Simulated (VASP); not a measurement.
HC18O, 20 atoms in the cell. The cell holds a slab with vacuum, 20 atoms: a = 7.398 Å, b = 7.398 Å, c = 12.000 Å, α = 90.00°, β = 90.00°, γ = 120.00°. The cell was built by a generator and needn't be a form met in nature.

```yaml
Program: VASP 6.6.1
Task: single point
Functional: PBE
Potentials_or_basis: VASP PAW PBE potentials, release 64 (C, O, H)
Cutoff: 520 eV
k_mesh: 2 × 2 × 1
Occupations: fermi-dirac, width 0.05 eV
Spin: collinear spin, zero start
Starting_moments: "[0.0, 0.0, 0.0, 0.0, 0.0, 0.0, 0.0, 0.0, 0.0, 0.0, 0.0, 0.0, 0.0, 0.0, 0.0, 0.0, 0.0, 0.0, 0.0, 0.0] μB"
Dipole_correction: no
Further_INCAR_settings: LREAL = Auto; ALGO = Normal; EDIFF = 1e-06; NBANDS = 60
```

Potentials or basis: VASP PAW PBE potentials, release 64 (C, O, H).

Launch:

```sh
$ cat potpaw_PBE.64/C/POTCAR potpaw_PBE.64/O/POTCAR potpaw_PBE.64/H/POTCAR > POTCAR
$ mpirun -np 1 vasp_std > vasp.out
```

Hardware: 1 thread of Intel(R) Xeon(R) 6975P-C (Granite Rapids), with other jobs on the host.

Task: Estimate the wall time of this run.

Result: Wall time 6.2 min on 1 thread of Intel(R) Xeon(R) 6975P-C (Granite Rapids) (shared host), peak memory 0.89 GiB. Counts: scf iterations 27, k points 4.
